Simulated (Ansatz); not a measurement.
Input of an Ansatz 0.2.0 run:

Contents of input.yaml:

```yaml
crystal:
  lattice:
    - [1.397149, -2.600516, 0.0]
    - [1.397149, 2.600516, 0.0]
    - [0.0, 0.0, 2.698231]
  atoms:
    - { symbol: Ge, position: [0.5, 0.5, 0.0] }
kpoints:
  mp_grid: { grid: [11, 11, 10] }
scf:
  occupations: { method: fermi_dirac, width: 0.05 }
hamiltonian:
  xc: pbe
  pseudopotentials: { kind: all_electron, lapw: { basis_error: 0.001 } }
output:
  forces: true
  stress: true
  eigenvalues: true
  populations: true
```

Potentials or basis: all-electron LAPW, scalar-relativistic.

Run with:

```bash
$ ansatz run input.yaml --threads 1 --pin off --max-ram 3072MiB --backend cpu --events-out ev --progress --plain --runs-dir out
```

Q: Estimate the pressure.

A: -0.6 GPa.

Q: Predict the band gap on the k mesh.

A: None (metal or under the smearing width).

Stress tensor (GPa, compression positive):
```
 0.94  0.00  0.00
 0.00 -2.49  0.00
 0.00  0.00 -0.13
```
